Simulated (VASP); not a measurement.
# B (Pm-3m) in VASP: notebook

The runs below take B through single point, with revPBE.

Everything below comes from runs of VASP 6.6.1. Logs are shortened: lines on timing, memory, paths and dates and some standing lists are left out, and cuts for length are marked.

### 1 The structure

The structure is cubic, space group Pm-3m (No. 221). The conventional cell has a = 1.892 Å, b = 1.892 Å, c = 1.892 Å, α = 90.00°, β = 90.00°, γ = 90.00°. B (site symmetry m-3m) is surrounded by 6 B at 1.89 Å.

This isn't the form of B at room conditions, which is rhombohedral.

### 2 Single point, revPBE

Contents of INCAR:

```
ALGO = Normal
EDIFF = 1E-6
ENCUT = 520
GGA = RE
ISIF = 2
ISMEAR = -1
LASPH = True
LCHARG = True
LELF = True
LREAL = False
LVHAR = True
LWAVE = False
NBANDS = 8
NELM = 60
PREC = Accurate
SIGMA = 0.1
```

Contents of KPOINTS:

```
k-points
0
Gamma
  27 27 27
```

Contents of POSCAR:

```
B
1.0
    1.8918842930      0.0000000000      0.0000000000
    0.0000000000      1.8918842930      0.0000000000
    0.0000000000      0.0000000000      1.8918842930
B
1
Direct
    0.0000000000      0.0000000000      0.0000000000
```

Potentials or basis: VASP PAW PBE potentials, release 64 (B).

On the command line:

```
> cat potpaw_PBE.64/B/POTCAR > POTCAR
> mpirun -np 1 vasp_std > vasp.out
```

OUTCAR:

```text
EDIFF = 1E-6
   ENCUT = 520
   GGA = RE
   ISIF = 2
   ISMEAR = -1
   LASPH = True
   LREAL = False
   NELM = 60
   PREC = Accurate

 ion  position               nearest neighbor table
   1  0.000  0.000  0.000-

  LATTYP: Found a simple cubic cell.
 ALAT       =     1.8918842930

  Lattice vectors:

 A1 = (   1.8918842930,   0.0000000000,   0.0000000000)
 A2 = (   0.0000000000,   1.8918842930,   0.0000000000)
 A3 = (   0.0000000000,   0.0000000000,   1.8918842930)

Analysis of symmetry for initial positions (statically):
=====================================================================
 Subroutine PRICEL returns:
 Original cell was already a primitive cell.

 Routine SETGRP: Setting up the symmetry group for a
 simple cubic supercell.

 Subroutine GETGRP returns: Found 48 space group operations
 (whereof 48 operations were pure point group operations)
 out of a pool of 48 trial point group operations.

The static configuration has the point symmetry O_h .

Analysis of symmetry for dynamics (positions and initial velocities):
=====================================================================
 Subroutine PRICEL returns:
 Original cell was already a primitive cell.

 Routine SETGRP: Setting up the symmetry group for a
 simple cubic supercell.

 Subroutine GETGRP returns: Found 48 space group operations
 (whereof 48 operations were pure point group operations)
 out of a pool of 48 trial point group operations.

The dynamic configuration has the point symmetry O_h .

 Subroutine INISYM returns: Found 48 space group operations
 (whereof 48 operations are pure point group operations),
 and found     1 'primitive' translations

----------------------------------------------------------------------------------------

                                     Primitive cell

  volume of cell :       6.7715

  direct lattice vectors                    reciprocal lattice vectors
     1.891884293  0.000000000  0.000000000     0.528573552  0.000000000  0.000000000
     0.000000000  1.891884293  0.000000000     0.000000000  0.528573552  0.000000000
     0.000000000  0.000000000  1.891884293     0.000000000  0.000000000  0.528573552

  length of vectors
     1.891884293  1.891884293  1.891884293     0.528573552  0.528573552  0.528573552

  position of ions in fractional coordinates (direct lattice)
     0.000000000  0.000000000  0.000000000

  ion indices of the primitive-cell ions
   primitive index   ion index
                 1           1

----------------------------------------------------------------------------------------

 KPOINTS: k-points

Automatic generation of k-mesh.
 Grid dimensions read from file:
 generate k-points for:   27   27   27

 Generating k-lattice:

  Cartesian coordinates                     Fractional coordinates (reciprocal lattice)
     0.019576798  0.000000000  0.000000000     0.037037037  0.000000000  0.000000000
     0.000000000  0.019576798  0.000000000     0.000000000  0.037037037  0.000000000
     0.000000000  0.000000000  0.019576798     0.000000000  0.000000000  0.037037037

  Length of vectors
     0.019576798  0.019576798  0.019576798

  Shift w.r.t. Gamma in fractional coordinates (k-lattice)
     0.000000000  0.000000000  0.000000000

 Subroutine IBZKPT returns following result:
 ===========================================

 Found    560 irreducible k-points:

 Following reciprocal coordinates:
            Coordinates               Weight
  0.000000  0.000000  0.000000      1.000000
  0.037037  0.000000  0.000000      6.000000
  0.074074  0.000000  0.000000      6.000000
  0.111111  0.000000  0.000000      6.000000
  0.148148  0.000000  0.000000      6.000000
  0.185185  0.000000  0.000000      6.000000
[... 16 lines left out ...]
  0.333333  0.037037  0.000000     24.000000
  0.370370  0.037037  0.000000     24.000000
 [... further k-points ...]
   k-points           NKPTS =    560   k-points in BZ     NKDIM =    560   number of bands    NBANDS=      8
   number of dos      NEDOS =    301   number of ions     NIONS =      1
   total plane-waves  NPLWV =   2744
   dimension x,y,z NGX =    14 NGY =   14 NGZ =   14
   dimension x,y,z NGXF=    28 NGYF=   28 NGZF=   28
   ions per type =               1
   NGX,Y,Z   is equivalent  to a cutoff of  12.30, 12.30, 12.30 a.u.
   NGXF,Y,Z  is equivalent  to a cutoff of  24.60, 24.60, 24.60 a.u.
 SYSTEM =  unknown system
   PREC   = accura    normal or accurate (medium, high low for compatibility)
   ISTART =      0    job   : 0-new  1-cont  2-samecut
   ICHARG =      2    charge: 1-file 2-atom 10-const
   ISPIN  =      1    spin polarized calculation?
   LNONCOLLINEAR =      F non collinear calculations
   LSORBIT =      F    spin-orbit coupling
   LASPH  =      T    aspherical Exc in radial PAW
   ENCUT  =  520.0 eV  38.22 Ry    6.18 a.u.   3.52  3.52  3.52*2*pi/ulx,y,z
   NELM   =     60;   NELMIN=  2; NELMDL= -5     # of ELM steps
   EDIFF  = 0.1E-05   stopping-criterion for ELM
   LREAL  =      F    real-space projection
   EDIFFG = 0.1E-04   stopping-criterion for IOM
   NSW    =      0    number of steps for IOM
   IBRION =     -1    ionic relax: 0-MD 1-quasi-New 2-CG
   NFREE  =      0    steps in history (QN), initial steepest desc. (CG)
   ISIF   =      2    stress and relaxation
   ISYM   =      2    0-nonsym 1-usesym 2-fastsym
   POTIM  = 0.5000    time-step for ionic-motion
   TEBEG  =    0.0;   TEEND  =   0.0 temperature during run
   PSTRESS=    0.0 pullay stress
   NELECT =       3.0000    total number of electrons
   NUPDOWN=      -1.0000    fix difference up-down
   EMIN   =  10.00;   EMAX   =-10.00  energy-range for DOS
   EFERMI =   0.00;   METHOD = LEGACY
   ISMEAR =    -1;   SIGMA  =   0.10  broadening in eV -4-tet -1-fermi 0-gaus
   EFERMI_NEDOS =   21; number of points for ismear=-14 and -15
   IALGO  =     38    algorithm
   IMIX   =      4    mixing-type and parameters
     AMIX     =   0.40;   BMIX     =  1.00
     AMIX_MAG =   1.60;   BMIX_MAG =  1.00
  volume/ion in A,a.u.               =       6.77        45.70
  Fermi-wavevector in a.u.,A,eV,Ry     =   1.248018  2.358411 21.191723  1.557548
  Thomas-Fermi vector in A             =   2.382123
   LORBIT       =      0    0 simple, 1 ext, 2 COOP (PROOUT), +10 PAW based schemes
   GGA     = RE    functional components
   LHFCALC =     F    Hartree Fock is set to
   AEXX    =    0.0000 exact exchange contribution
   IVDW    =     0    specifies the selected vdW correction
   LEPSILON=     F    determine dielectric tensor
   LRPA    =     F    only Hartree local field effects (RPA)
 non-spin polarized calculation
  energy-cutoff  :      520.00
  volume of cell :        6.77
 maximum number of plane-waves:       192
 NGX is ok and might be reduce to    14
   NGX =  7   NGY =  7   NGZ =  7

 number of electron       3.0000000 magnetization

 Free energy of the ion-electron system (eV)
  ---------------------------------------------------
  ext. energy  EPLUGINS =         0.00000000
  ---------------------------------------------------
  free energy    TOTEN  =        -5.38782678 eV

  energy without entropy =       -5.37848165  energy(sigma->0) =       -5.38315421

 E-fermi :   7.0075     XC(G=0): -12.3351

 val. band max:        7.0011477919   @ k =   0.4074   0.3704   0.1852
 cond. band min:       7.0235058694   @ k =   0.4444   0.4074   0.3704
 fundamental gap:      0.0223580775
 Fermi energy:         7.0075464959

 k-point     1 :       0.0000    0.0000    0.0000
  band No.  band energies     occupation
      1      -8.7363      2.00000
      2      20.5795      0.00000
      3      20.5795      0.00000
      4      20.5795      0.00000
      5      30.8229      0.00000
      6      30.8229      0.00000
      7      39.8410      0.00000
      8      60.0166      0.00000

 k-point     2 :       0.0370    0.0000    0.0000
  band No.  band energies     occupation
      1      -8.6897      2.00000
      2      20.0614      0.00000
      3      20.6186      0.00000
      4      20.6186      0.00000
      5      30.8769      0.00000
      6      31.3922      0.00000
      7      39.8173      0.00000
      8      59.6304      0.00000

 k-point     3 :       0.0741    0.0000    0.0000
  band No.  band energies     occupation
      1      -8.5502      2.00000
      2      18.7633      0.00000
      3      20.7350      0.00000
      4      20.7350      0.00000
      5      31.0389      0.00000
      6      32.8324      0.00000
      7      39.7553      0.00000
      8      58.5491      0.00000

 k-point     4 :       0.1111    0.0000    0.0000
  band No.  band energies     occupation
      1      -8.3177      2.00000
      2      17.0822      0.00000
      3      20.9263      0.00000
      4      20.9263      0.00000
      5      31.3080      0.00000
      6      34.6995      0.00000
      7      39.6937      0.00000
      8      56.9811      0.00000

 k-point     5 :       0.1481    0.0000    0.0000
  band No.  band energies     occupation
      1      -7.9924      2.00000
      2      15.2536      0.00000
      3      21.1882      0.00000
      4      21.1882      0.00000
      5      31.6831      0.00000
      6      36.5944      0.00000
      7      39.7814      0.00000
      8      55.1597      0.00000
[... 177 lines left out ...]
 k-point    22 :       0.2963    0.0370    0.0000
  band No.  band energies     occupation
      1      -5.7275      2.00000
      2       8.0481      0.00006
      3      22.3903      0.00000
      4      22.8040      0.00000
      5      34.5534      0.00000
      6      37.4646      0.00000
      7      45.9687      0.00000
      8      47.6652      0.00000

 k-point    23 :       0.3333    0.0370    0.0000
  band No.  band energies     occupation
      1      -4.9489      2.00000
      2       6.3955      1.99561
      3      22.8595      0.00000
      4      23.2547      0.00000
      5      35.3674      0.00000
      6      37.1348      0.00000
      7      45.9750      0.00000
      8      46.5206      0.00000

 k-point    24 :       0.3704    0.0370    0.0000
  band No.  band energies     occupation
      1      -4.0862      2.00000
      2       4.8288      2.00000
      3      23.3051      0.00000
      4      23.6797      0.00000
      5      36.2230      0.00000
      6      36.8218      0.00000
      7      44.7851      0.00000
      8      45.2745      0.00000

 [... further k-points ...]

------------------------ aborting loop because EDIFF is reached ----------------------------------------

  FORCE on cell =-STRESS in cart. coord.  units (eV):
  Direction    XX          YY          ZZ          XY          YZ          ZX
  --------------------------------------------------------------------------------------
  -------------------------------------------------------------------------------------
  Total        0.0188900      0.0188900      0.0188900      0.0000000     -0.0000000      0.0000000
  in kB        4.4695025      4.4695025      4.4695025      0.0000000     -0.0000000      0.0000000
  external PRESSURE =       4.4695025 kB  Pullay stress =       0.0000000 kB

 VOLUME and BASIS-vectors are now :
 -----------------------------------------------------------------------------
  energy-cutoff  :      520.00
  volume of cell :        6.77
      direct lattice vectors                 reciprocal lattice vectors
     1.891884293  0.000000000  0.000000000     0.528573552  0.000000000  0.000000000
     0.000000000  1.891884293  0.000000000     0.000000000  0.528573552  0.000000000
     0.000000000  0.000000000  1.891884293     0.000000000  0.000000000  0.528573552

 POSITION                                       TOTAL-FORCE (eV/Angst)
 -----------------------------------------------------------------------------------
      0.00000      0.00000      0.00000         0.000000      0.000000      0.000000
 -----------------------------------------------------------------------------------
    total drift:                                0.000000      0.000000     -0.000000

  FREE ENERGIE OF THE ION-ELECTRON SYSTEM (eV)
  ---------------------------------------------------
  free  energy   TOTEN  =        -5.3878267805 eV

  energy  without entropy=       -5.3784816484  energy(sigma->0) =       -5.38315421
```

Wall time 14 s (1 thread of Intel Xeon Platinum 8375C at 2.90GHz (Ice Lake), shared host); peak memory 0.12 GiB.

Results:

- Free energy: -5.3878 eV
- Pressure: 0.4 GPa
- Band gap on the k mesh: none (metal or under the smearing width)

Caveat: the PAW data sets were made with another functional, which shifts forces and pressure a little.

### 3 Single point, revPBE

Contents of INCAR:

```
  PREC = Accurate
  ENCUT = 520
  EDIFF = 1E-6
  ISMEAR = -1
  SIGMA = 0.1
  LREAL = False
  LASPH = True
  NELM = 60
  ALGO = Fast
  ISIF = 2
  LWAVE = False
  LCHARG = False
  GGA = RE
  NBANDS = 8
```

Contents of KPOINTS:

```
regular mesh
0
Gamma
  18 18 18
```

POSCAR is that of step 2.

Potentials or basis: VASP PAW PBE potentials, release 64 (B).

On the command line:

```
> cat potpaw_PBE.64/B/POTCAR > POTCAR
> mpirun -np 1 vasp_std > vasp.out
```

Wall time 4.5 s (1 thread of Intel Xeon Platinum 8375C at 2.90GHz (Ice Lake), shared host); peak memory 0.11 GiB.

The run converged. Its results:

```
Free energy            : -5.3844 eV
Pressure               : 0.6 GPa
Band gap on the k mesh : none (metal or under the smearing width)
```

Levels at points of the mesh, in eV from the Fermi level:
```tsv
k point	band 1	band 2	band 3	band 4	band 5	band 6
(0.00, 0.00, 0.00)	-15.78	13.54	13.54	13.54	23.78	23.78
(0.50, 0.00, 0.00)	-8.21	-6.30	17.41	17.41	29.79	31.01
(0.50, 0.50, 0.00)	-1.96	-1.96	4.11	8.06	20.56	40.04
(0.50, 0.50, 0.50)	3.38	3.38	3.38	16.40	16.40	16.40
```

Caveat: the PAW data sets were made with another functional, which shifts forces and pressure a little.
